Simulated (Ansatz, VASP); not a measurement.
## One calculation of HfN, two programs

```xyz
2
Lattice="0.0000 2.4337 2.4337 2.4337 0.0000 2.4337 2.4337 2.4337 0.0000" Properties=species:S:1:pos:R:3 pbc="T T T"
Hf    0.0000    0.0000    0.0000
N     3.6505    3.6505    3.6505
```

Alike in both runs: functional PBEsol; k mesh 11 × 11 × 11; no spin polarisation.

Ansatz relaxed the structure, and its values are those at the end. VASP's run is a single point on that final structure, the one shown.

|  | VASP | Ansatz |
| --- | --- | --- |
| version | VASP 6.6.1 | Ansatz 0.2.0 |
| potentials or method | VASP PAW PBE potentials, release 64 (Hf_pv, N) | plane waves, PAW |
| plane-wave cutoff (eV) | 520 | 476 |
| occupations | methfessel-paxton of order 1, width 0.1 eV | cold |
| valence electrons in the cell | 15 | 31 |

```tsv
	VASP	Ansatz	Ansatz less VASP
pressure (GPa)	-0.9	0.0	+0.84
```

The two sets of potentials don't hold the same shells in valence.

Caveats: the PAW data sets were made with another functional, which shifts forces and pressure a little (VASP). Spin-orbit coupling is left out, which matters for the levels of Hf.
